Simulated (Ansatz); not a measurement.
AlO:

```xyz
2
Lattice="2.7692 0.0000 0.0000 0.0000 2.7692 0.0000 0.0000 0.0000 2.7692" Properties=species:S:1:pos:R:3 pbc="T T T"
Al    1.3846    1.3846    1.3846
O     0.0000    0.0000    0.0000
```

The cell was built by a generator and needn't be a form met in nature.

- Program: Ansatz 0.2.0
- Task: relaxation of cell and atoms
- Functional: r2SCAN
- Potentials or basis: Ansatz PAW
- Cutoff: 500 eV (not typed: the program's choice for these potentials)
- k mesh: 10 × 10 × 10
- Occupations: fermi-dirac, width 0.05 eV
- Spin: no spin polarisation

At the start: volume 10.62 Å³/atom.

Q: How do energy, volume and symmetry change on relaxing?

A: It ends after 6 steps and the volume is 10.32 Å³/atom (-2.8 %); space group Pm-3m (No. 221, to 0.05 Å).

Step by step:
```csv
step,energy change (eV),largest force (eV/Å),volume (Å³)
1,0.0000,0.0000,21.24
2,-0.0067,0.0000,20.81
3,-0.0074,0.0000,20.63
4,-0.0071,0.0000,20.63
5,-0.0071,0.0000,20.64
6,-0.0071,0.0000,20.64
```

Final structure:
```yaml
crystal:
  lattice:
    - [2.74310, 0.00000, 0.00000]
    - [0.00000, 2.74310, 0.00000]
    - [0.00000, 0.00000, 2.74310]
  atoms:
    - { symbol: Al, position: [0.50000, 0.50000, 0.50000] }
    - { symbol: O, position: [0.00000, 0.00000, 0.00000] }
```

Caveat: the plane-wave basis is chosen anew once the cell has moved, so the energies of steps on either side of that aren't comparable; an odd number of electrons without spin polarisation forces a metal; a magnetic or distorted state may lie lower; the PAW data sets come from PBE, with cores solved anew for the run's functional, which leaves a small shift of forces and pressure.
